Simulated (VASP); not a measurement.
Here is a VASP 6.6.1 calculation.

File INCAR:

```
SYSTEM = MgO
ALGO     = Normal         ! electronic algorithm
EDIFF    = 1E-6           ! SCF threshold, eV
EDIFFG   = -0.01          ! ionic threshold
ENCUT    = 520            ! plane-wave cutoff, eV
GGA      = PE             ! functional
IBRION   = 2              ! ionic algorithm
ISIF     = 3              ! what is computed and relaxed
ISMEAR   = 0              ! smearing method
LASPH    = .True.         ! aspherical terms in the spheres
LCHARG   = .False.        ! write CHGCAR
LREAL    = .False.        ! projectors in reciprocal space
LWAVE    = .False.        ! write WAVECAR
NELM     = 120            ! most SCF steps
NSW      = 90             ! ionic steps
PREC     = Accurate       ! precision mode
SIGMA    = 0.1            ! smearing width, eV
```

Contents of KPOINTS:

```
k-points
0
Gamma
  11 11 11
  0 0 0
```

File POSCAR:

```
MgO
1.0
    0.0000000000      2.1085000000      2.1085000000
    2.1085000000      0.0000000000      2.1085000000
    2.1085000000      2.1085000000      0.0000000000
Mg O
1 1
Direct
    0.0000000000      0.0000000000      0.0000000000
    0.5000000000      0.5000000000      0.5000000000
```

Potentials or basis: VASP PAW PBE potentials, release 64 (Mg, O).

The run is started by

```sh
$ cat potpaw_PBE.64/Mg/POTCAR potpaw_PBE.64/O/POTCAR > POTCAR
$ mpirun -np 1 vasp_std > vasp.out
```

**Question.** Predict the space group after relaxing (to 0.05 Å).

**Answer.** Fm-3m (No. 225).

**Question.** Predict the relaxed cell.

**Answer.** a = 3.003 Å, b = 3.003 Å, c = 3.003 Å, α = 60.00°, β = 60.00°, γ = 60.00°.

Final structure:
```
CELL_PARAMETERS angstrom
0.00000 2.12346 2.12346
2.12346 0.00000 2.12346
2.12346 2.12346 0.00000
ATOMIC_POSITIONS crystal
Mg 0.00000 0.00000 0.00000
O 0.50000 0.50000 0.50000
```

PBE usually gives volumes a little too large and moduli too small. Zero-point motion and thermal expansion aren't in these numbers.
